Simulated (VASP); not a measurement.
A run of VASP 6.6.1:

The input INCAR:

```
PREC = Accurate ; ENCUT = 520
EDIFF = 1E-6 ; ISMEAR = 0
SIGMA = 0.03 ; LREAL = F
LASPH = T ; NELM = 80
ALGO = Normal ; ISIF = 2
LWAVE = F ; LCHARG = F
GGA = PE ; KPAR = 2
```

The input KPOINTS:

```
Automatic mesh
0
Gamma
  4 8 6
```

POSCAR

```
GeSe                                    
1.0
   10.9655862498      0.0000000000      0.0000000000
    0.0000000000      3.8827657750      0.0000000000
    0.0000000000     -0.0000000000      4.4200472921
  Ge              Se            
     4     4
Direct
     0.1233927516312001    0.7500000000000000    0.8875163003595742
     0.6233927516312001    0.7500000000000000    0.6124836996404259
     0.3766072483687999    0.2500000000000000    0.3875163003595742
     0.8766072483687999    0.2500000000000000    0.1124836996404258
     0.8548942551904906    0.7500000000000000    0.5018587096336309
     0.3548942551904906    0.7500000000000000    0.9981412903663692
     0.6451057448095094    0.2500000000000000    0.0018587096336308
     0.1451057448095094    0.2500000000000000    0.4981412903663692
```

KPOINTS_OPT

```
explicit points
258
Reciprocal
 0.0000000000  0.0000000000  0.0000000000 1
 0.0000000000  0.0357142857  0.0000000000 1
 0.0000000000  0.0714285714  0.0000000000 1
 0.0000000000  0.1071428571  0.0000000000 1
 0.0000000000  0.1428571429  0.0000000000 1
 0.0000000000  0.1785714286  0.0000000000 1
[... 250 lines left out ...]
 0.0000000000  0.5000000000  0.0243984500 1
 0.0000000000  0.5000000000 -0.0243984500 1
```

Potentials or basis: VASP PAW PBE potentials, release 64 (Ge_d, Se).

Run with:

```bash
$ cat potpaw_PBE.64/Ge_d/POTCAR potpaw_PBE.64/Se/POTCAR > POTCAR
$ mpirun -np 2 vasp_std > vasp.out
```

Hardware: 2 MPI ranks on Intel(R) Xeon(R) Platinum 8559C (Emerald Rapids), with other jobs on the host.

Task: Estimate the wall time of this run.

Result: Wall time 13 min on 2 MPI ranks on Intel(R) Xeon(R) Platinum 8559C (Emerald Rapids) (shared host), peak memory 0.8 GiB a rank. Counts: scf iterations 67, k points 60.
